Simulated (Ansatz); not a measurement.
The parent structure is LaAlO$_{3}$ (space group R-3c, No. 167).

```yaml
crystal:
  lattice:
    - [2.67643, 1.54524, 4.34934]
    - [-2.67643, 1.54524, 4.34934]
    - [0.00000, -3.09047, 4.34934]
  atoms:
    - { symbol: La, position: [0.25000, 0.25000, 0.25000] }
    - { symbol: La, position: [0.75000, 0.75000, 0.75000] }
    - { symbol: Al, position: [0.00000, 0.00000, 0.00000] }
    - { symbol: Al, position: [0.50000, 0.50000, 0.50000] }
    - { symbol: O, position: [0.78580, 0.71420, 0.25000] }
    - { symbol: O, position: [0.25000, 0.78580, 0.71420] }
    - { symbol: O, position: [0.71420, 0.25000, 0.78580] }
    - { symbol: O, position: [0.21420, 0.28580, 0.75000] }
    - { symbol: O, position: [0.75000, 0.21420, 0.28580] }
    - { symbol: O, position: [0.28580, 0.75000, 0.21420] }
```

Calculations: DFT with PBEsol, PAW potentials and a 420 eV plane-wave cutoff in Ansatz (a quantum-chemistry and plane-wave program), without spin-orbit coupling, earlier PAW set.

For the base:

The band gap is 3.94 eV.

It is then changed as follows: cell and atoms relaxed at a pressure of 18 GPa.

Estimate the effect on the band gap.

The band gap shrinks by 0.184 eV (3.94 eV → 3.75 eV).

What happens to the valence-band top at Γ?

The valence-band top at Γ (three highest levels, from the VBM) is 0.00, -0.03, -0.03 eV.

Load acts through the strain it causes; cell and atoms are relaxed under it. No phonon test of stability was made. Competing high-pressure phases were not computed.
